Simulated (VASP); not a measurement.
Set up this calculation in VASP 6.6.1, as the native input.

```
Task                   : band structure
Functional             : PBE
Potentials or basis    : VASP PAW PBE potentials, release 54 (C)
Cutoff                 : 520 eV
k mesh                 : 12 × 12 × 4
Occupations            : fermi-dirac, width 0.05 eV
Spin                   : no spin polarisation
Further INCAR settings : ALGO = Normal; EDIFF = 1e-07; NBANDS = 26
```

The structure of C lies in POSCAR:

```
C
1.0
    2.5221000000      0.0000000000      0.0000000000
   -1.2610500000      2.1842026709      0.0000000000
    0.0000000000      0.0000000000      8.2371000000
C
8
Direct
    0.6666666667      0.3333333333      0.8437500000
    0.3333333333      0.6666666667      0.3437500000
    0.6666666667      0.3333333333      0.6562500000
    0.3333333333      0.6666666667      0.1562500000
    0.0000000000      0.0000000000      0.9062500000
    0.0000000000      0.0000000000      0.4062500000
    0.0000000000      0.0000000000      0.5937500000
    0.0000000000      0.0000000000      0.0937500000
```

This is a hexagonal form of diamond, not graphite.

One way to write it, as run:

INCAR

```
SYSTEM = C
PREC     = Accurate       ! precision mode
ENCUT    = 520            ! plane-wave cutoff, eV
EDIFF    = 1E-7           ! SCF threshold, eV
ISMEAR   = -1             ! smearing method
SIGMA    = 0.05           ! smearing width, eV
LREAL    = .False.        ! projectors in reciprocal space
LASPH    = .True.         ! aspherical terms in the spheres
NELM     = 60             ! most SCF steps
ALGO     = Normal         ! electronic algorithm
ISIF     = 2              ! what is computed and relaxed
LWAVE    = .False.        ! write WAVECAR
LCHARG   = .False.        ! write CHGCAR
GGA      = PE             ! functional
NBANDS   = 26             ! bands
```

KPOINTS

```
regular mesh
0
Gamma
  12 12 4
  0 0 0
```

KPOINTS_OPT

```
path GMKGALHA,LM,KH
20
line-mode
reciprocal
 0.0000000000  0.0000000000  0.0000000000  G
 0.5000000000  0.0000000000  0.0000000000  M

 0.5000000000  0.0000000000  0.0000000000  M
 0.3333333333  0.3333333333  0.0000000000  K

 0.3333333333  0.3333333333  0.0000000000  K
 0.0000000000  0.0000000000  0.0000000000  G

 0.0000000000  0.0000000000  0.0000000000  G
 0.0000000000  0.0000000000  0.5000000000  A

 0.0000000000  0.0000000000  0.5000000000  A
 0.5000000000  0.0000000000  0.5000000000  L

 0.5000000000  0.0000000000  0.5000000000  L
 0.3333333333  0.3333333333  0.5000000000  H

 0.3333333333  0.3333333333  0.5000000000  H
 0.0000000000  0.0000000000  0.5000000000  A

 0.5000000000  0.0000000000  0.5000000000  L
 0.5000000000  0.0000000000  0.0000000000  M

 0.3333333333  0.3333333333  0.0000000000  K
 0.3333333333  0.3333333333  0.5000000000  H
```

Potentials or basis: VASP PAW PBE potentials, release 54 (C).

Command:

```console
$ cat potpaw_PBE.54/C/POTCAR > POTCAR
$ mpirun -np 1 vasp_std > vasp.out
```

Results of the run:

| Quantity | Value |
| --- | --- |
| Pressure | 2.9 GPa |
| Largest force | 0.329 eV/Å |
| Band gap on the k mesh | 4.41 eV, indirect (least direct gap 5.18 eV) |
| Band gap along the path | 4.41 eV, indirect (least direct gap 5.18 eV) |

Run time: 2.7 min on 1 thread of Intel(R) Xeon(R) Platinum 8488C (Sapphire Rapids), on a shared host, peak memory 0.2 GiB.
